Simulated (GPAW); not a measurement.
# Nb (Im-3m) in GPAW: single point with PBE

Aim: the single point of Nb with PBE.

All numbers are computed with GPAW 26.7.0; they aren't measurements. Logs are shortened: lines on timing, memory, paths and dates and some standing lists are left out, and cuts for length are marked. The log counts tension as positive stress, the text compression.

## (1) The structure

The structure is cubic, space group Im-3m (No. 229). The conventional cell has a = 3.328 Å, b = 3.328 Å, c = 3.328 Å, α = 90.00°, β = 90.00°, γ = 90.00°. Nb (site symmetry m-3m) has 8 Nb at 2.88 Å as nearest neighbours.

## (2) Single point, PBE

The input, run.py:

```python
from ase.dft.bandgap import bandgap
from ase.io import read, write
from ase.units import GPa
from gpaw import GPAW, PW

atoms = read('POSCAR')

calc = GPAW(mode=PW(450),
            xc='PBE',
            kpts={'size': (9, 9, 9), 'gamma': True},
            occupations={'name': 'fermi-dirac', 'width': 0.05},
            nbands=15,
            maxiter=120,
            txt='gpaw.txt')
atoms.calc = calc
energy = atoms.get_potential_energy()
forces = atoms.get_forces()
stress = atoms.get_stress()
calc.write('gs.gpw')
write('result.traj', atoms)
print(f'Energy: {energy:.6f} eV')
print('Forces (eV/A):')
print(forces.round(4))
print('Stress (GPa):', (stress / GPa).round(3))
print('Fermi level:', round(calc.get_fermi_level(), 4), 'eV')
print(f'Gap: {bandgap(calc)[0]:.4f} eV, direct: {bandgap(calc, direct=True)[0]:.4f} eV')
```

The input, POSCAR:

```
Nb
1.0
   -1.6639500000      1.6639500000      1.6639500000
    1.6639500000     -1.6639500000      1.6639500000
    1.6639500000      1.6639500000     -1.6639500000
Nb
1
Direct
    0.0000000000      0.0000000000      0.0000000000
```

Potentials or basis: GPAW PAW data sets (gpaw-data 1.2.1), pw.

Command:

```sh
$ OMP_NUM_THREADS=1 python run.py
```

gpaw.txt:

```text
__  _  _
 | _ |_)|_||  |
 |__||  | ||/\| - 26.7.0

Input parameters:
  mode=PW(ecut=450.00000000000006),
  kpts=MonkhorstPack(size=(9, 9, 9), gamma=True),
  maxiter=120,
  nbands=15,
  occupations=Occupations(name='fermi-dirac', width=0.05),
  xc=XC(name='PBE')

Diagonalizing LCAO Hamiltonian
Converting LCAO to pw mode

       Nb

Atoms  # Å, Bohr magnetons
|   | symbol |        x |        y |        z |    initial magnetic moments |
|---|--------|----------|----------|----------|-----------------------------|
| 0 |     Nb | 0.000000 | 0.000000 | 0.000000 | ( 0.0000,  0.0000,  0.0000) |

Unit cell  # Å
| periodic |         x |         y |         z |  lengths |     angles |
|----------|-----------|-----------|-----------|----------|------------|
|      yes | -1.663950 |  1.663950 |  1.663950 | 2.882046 | 109.471221 |
|      yes |  1.663950 | -1.663950 |  1.663950 | 2.882046 | 109.471221 |
|      yes |  1.663950 |  1.663950 | -1.663950 | 2.882046 | 109.471221 |

Number of symmetries: 48
Symmetry operations  # r_c * U_cc + t_c -> r_c
|    | kind |            matrix            |
|----|------|------------------------------|
|  0 |  σ   |  1, 1, 1,  0, 0,-1,  0,-1, 0 |
|  1 |  C4  |  1, 1, 1,  0, 0,-1, -1, 0, 0 |
|  2 |  C2  |  1, 1, 1,  0,-1, 0,  0, 0,-1 |
|  3 |  S6  |  1, 1, 1,  0,-1, 0, -1, 0, 0 |
|  4 |  S6  |  1, 1, 1, -1, 0, 0,  0, 0,-1 |
|  5 |  C4  |  1, 1, 1, -1, 0, 0,  0,-1, 0 |
|  6 |  E   |  1, 0, 0,  0, 1, 0,  0, 0, 1 |
|  7 |  σ   |  1, 0, 0,  0, 1, 0, -1,-1,-1 |
|  8 |  σ   |  1, 0, 0,  0, 0, 1,  0, 1, 0 |
|  9 |  C3  |  1, 0, 0,  0, 0, 1, -1,-1,-1 |
| 10 |  C3  |  1, 0, 0, -1,-1,-1,  0, 1, 0 |
| 11 |  σ   |  1, 0, 0, -1,-1,-1,  0, 0, 1 |
| 12 |  σ   |  0, 1, 0,  1, 0, 0,  0, 0, 1 |
| 13 |  C2  |  0, 1, 0,  1, 0, 0, -1,-1,-1 |
| 14 |  C3  |  0, 1, 0,  0, 0, 1,  1, 0, 0 |
| 15 |  S4  |  0, 1, 0,  0, 0, 1, -1,-1,-1 |
| 16 |  S4  |  0, 1, 0, -1,-1,-1,  1, 0, 0 |
| 17 |  C3  |  0, 1, 0, -1,-1,-1,  0, 0, 1 |
| 18 |  C3  |  0, 0, 1,  1, 0, 0,  0, 1, 0 |
| 19 |  S4  |  0, 0, 1,  1, 0, 0, -1,-1,-1 |
| 20 |  σ   |  0, 0, 1,  0, 1, 0,  1, 0, 0 |
| 21 |  C3  |  0, 0, 1,  0, 1, 0, -1,-1,-1 |
| 22 |  C2  |  0, 0, 1, -1,-1,-1,  1, 0, 0 |
| 23 |  S4  |  0, 0, 1, -1,-1,-1,  0, 1, 0 |
| 24 |  C4  |  0, 0,-1,  1, 1, 1,  0,-1, 0 |
| 25 |  σ   |  0, 0,-1,  1, 1, 1, -1, 0, 0 |
| 26 |  S6  |  0, 0,-1,  0,-1, 0,  1, 1, 1 |
| 27 |  C2  |  0, 0,-1,  0,-1, 0, -1, 0, 0 |
| 28 |  C4  |  0, 0,-1, -1, 0, 0,  1, 1, 1 |
| 29 |  S6  |  0, 0,-1, -1, 0, 0,  0,-1, 0 |
| 30 |  S6  |  0,-1, 0,  1, 1, 1,  0, 0,-1 |
| 31 |  C4  |  0,-1, 0,  1, 1, 1, -1, 0, 0 |
| 32 |  C4  |  0,-1, 0,  0, 0,-1,  1, 1, 1 |
| 33 |  S6  |  0,-1, 0,  0, 0,-1, -1, 0, 0 |
| 34 |  σ   |  0,-1, 0, -1, 0, 0,  1, 1, 1 |
| 35 |  C2  |  0,-1, 0, -1, 0, 0,  0, 0,-1 |
| 36 |  C2  | -1, 0, 0,  1, 1, 1,  0, 0,-1 |
| 37 |  S6  | -1, 0, 0,  1, 1, 1,  0,-1, 0 |
| 38 |  S6  | -1, 0, 0,  0, 0,-1,  1, 1, 1 |
| 39 |  C2  | -1, 0, 0,  0, 0,-1,  0,-1, 0 |
| 40 |  C2  | -1, 0, 0,  0,-1, 0,  1, 1, 1 |
| 41 |  i   | -1, 0, 0,  0,-1, 0,  0, 0,-1 |
| 42 |  S4  | -1,-1,-1,  1, 0, 0,  0, 1, 0 |
| 43 |  C3  | -1,-1,-1,  1, 0, 0,  0, 0, 1 |
| 44 |  C3  | -1,-1,-1,  0, 1, 0,  1, 0, 0 |
| 45 |  σ   | -1,-1,-1,  0, 1, 0,  0, 0, 1 |
| 46 |  S4  | -1,-1,-1,  0, 0, 1,  1, 0, 0 |
| 47 |  C2  | -1,-1,-1,  0, 0, 1,  0, 1, 0 |

BZ-sampling:
  Number of BZ points: 729
  Number of IBZ points: 35

  Monkhorst-Pack size: [9, 9, 9]
  Monkhorst-Pack shift: [0, 0, 0]

K-points  # in reciprocal-cell coordinates
|     |                                coordinates |     weight |
|-----|--------------------------------------------|------------|
|   0 | (  0.00000000,   0.00000000,   0.00000000) | 0.00137174 |
|   1 | (  0.11111111,   0.00000000,   0.00000000) | 0.01646091 |
|   2 | (  0.11111111,   0.11111111,  -0.11111111) | 0.00823045 |
|   3 | (  0.22222222,   0.00000000,  -0.11111111) | 0.03292181 |
|   4 | (  0.22222222,   0.00000000,   0.00000000) | 0.01646091 |
|   5 | (  0.22222222,   0.11111111,  -0.11111111) | 0.03292181 |
|   6 | (  0.22222222,   0.22222222,  -0.22222222) | 0.00823045 |
|   7 | (  0.33333333,  -0.11111111,  -0.11111111) | 0.01097394 |
|   8 | (  0.33333333,   0.00000000,  -0.11111111) | 0.06584362 |
|   9 | (  0.33333333,   0.00000000,   0.00000000) | 0.01646091 |
| ... |                                            |            |
|  34 | (  0.44444444,   0.44444444,   0.44444444) | 0.01097394 |

Plane wave coefficients: 414
Cutoff: 450.00000000000006 eV

Spin-components: 1 (collinear spins)
Bands:           15
Projectors:      6
Spin-degeneracy: 2
Datatype:        complex128

Parallelization:
  kpt:    1
  domain: 1
  band:   1

Density:
  Valence electrons: 13.0
  Components: 1
  Grid points: [15 15 15]
  Charge: 0.0  # |e|

Potential:
  Grid points: [15 15 15]

species:
  Nb:
    name:    Niobium
    Z:       41.0
    valence: 13
    core:    28
    charge:  0.0  # [|e|]
    compensation charges:
      type: gauss
      rc: 0.40  # [Å]
      lmax: 2
    cutoffs:
      filter: 2.35  # [Å]
      core: 1.51  # [Å]
    projectors
    | kind |    occ | energy [eV] | rcut [Å] |
    |------|--------|-------------|----------|
    |   4s |  2.000 |     -58.361 |    1.323 |
    |   5s |  1.000 |      -3.980 |    1.323 |
    |   4p |  6.000 |     -34.526 |    1.323 |
    |   5p |  0.000 |      -1.111 |    1.323 |
    |   4d |  4.000 |      -3.041 |    1.244 |
    |    d |        |      24.171 |    1.244 |

    Using partial waves for Nb as LCAO basis

Reference energy: -103906.147789  # eV

eigensolver:
  PPCG
  Converge bands: occupied
  niter=2

density mixing:
  MSR1-Mixer
  Pratt-step length: 0.05
  Maximum mixing coefficient: 0.75
  Old densities: 10
  SVD Regularization: 0.005
  Good broyden scale: 1.0
  Trust region scale: 1.0
  Backstep threshold: 4.0
  History deletion threshold: 6.0
  Fourier metric: weight=20.0, sigma=0.015

occupation numbers:
  Fermi-Dirac:
    width: 0.0500  # eV

poisson solver:
  ecut: 3600.0000000000005  # eV

xc functional:
  name: PBE with 2 nearest neighbor stencil

convergence criteria:
- Maximum [total energy] change in last 3 cyles: 0.0005 eV / valence electron
- Maximum integral of absolute [dens]ity change: 0.0001 electrons / valence electron
- Maximum integral of absolute [eigenst]ate change: 4e-08 eV^2 / valence electron
maximum number of iterations: 120

SCF iterations
|iter     | |      energy | eigst |  dens |
|---------|-|-------------|-------|-------|
|iter:   1| |  -10.967259 | -0.05 |       |
|iter:   2| |  -10.862594 | -2.67 | -1.02 |
|iter:   3| |  -10.354610 | -1.54 | -1.06 |
|iter:   4| |  -10.353235 | -3.07 | -1.78 |
|iter:   5| |  -10.353814c| -4.17 | -2.15 |
|iter:   6| |  -10.353817c| -6.00 | -3.44 |
|iter:   7| |  -10.353818c| -7.16 | -3.91 |
|iter:   8| |  -10.353818c| -8.46c| -5.20c|

Converged in 8 steps
Energy contributions relative to reference atoms: (reference = -103906.147789)

Energy contributions:
  Kinetic:          -2.623493
  Coulomb:          -2.244634
  Zero:             -0.030609
  External:          0.000000
  Xc:               -5.449012
  Entropy:          -0.012139
  Spinorbit:         0.000000
  ----------------------------
  Free energy:     -10.359888
  Extrapolated:    -10.353818

dipole moment: (-6.089560, -6.089560, -6.089560)  # |e|*Ang

Fermi level: 11.023
Eigenvalues  # (at kpt = [0.000, 0.000, 0.000])
| band index |      eig [eV] | occ [0-2] |
|------------|---------------|-----------|
|          0 |       -43.370 |     2.000 |
|          1 |       -18.769 |     2.000 |
|          2 |       -18.769 |     2.000 |
|          3 |       -18.769 |     2.000 |
|          4 |         5.164 |     2.000 |
|          5 |        11.398 |     0.001 |
|          6 |        11.398 |     0.001 |
|          7 |        11.398 |     0.001 |
|          8 |        14.216 |     0.000 |
|          9 |        14.216 |     0.000 |
|         10 |        25.376 |     0.000 |
|         11 |        25.376 |     0.000 |
|         12 |        25.376 |     0.000 |
|        ... |               |           |
|         14 |        35.601 |     0.000 |

No gap
No difference between direct/indirect transitions

Forces  # eV/Ang
|        x |       y |        z |
|----------|---------|----------|
| -0.00000 | 0.00000 | -0.00000 |  # Nb   0

Stress tensor  # eV/Ang^3
|         x |         y |        z |
|-----------|-----------|----------|
|  0.023820 | -0.000000 | 0.000000 |
| -0.000000 |  0.023820 | 0.000000 |
|  0.000000 |  0.000000 | 0.023820 |

# Writing to gs.gpw (mode='')
```

It took 13 s on 1 thread of Intel Xeon at 2.50GHz (Skylake/Cascade Lake), shared host; peak memory 0.13 GiB.

What came out:

| Quantity | Value |
| --- | --- |
| Free energy | -10.3599 eV |
| Pressure | -3.8 GPa |
| Band gap on the k mesh | none (metal or under the smearing width) |

Caveat: the cutoff is short for stress and forces, so pressures can be off by a GPa or more.
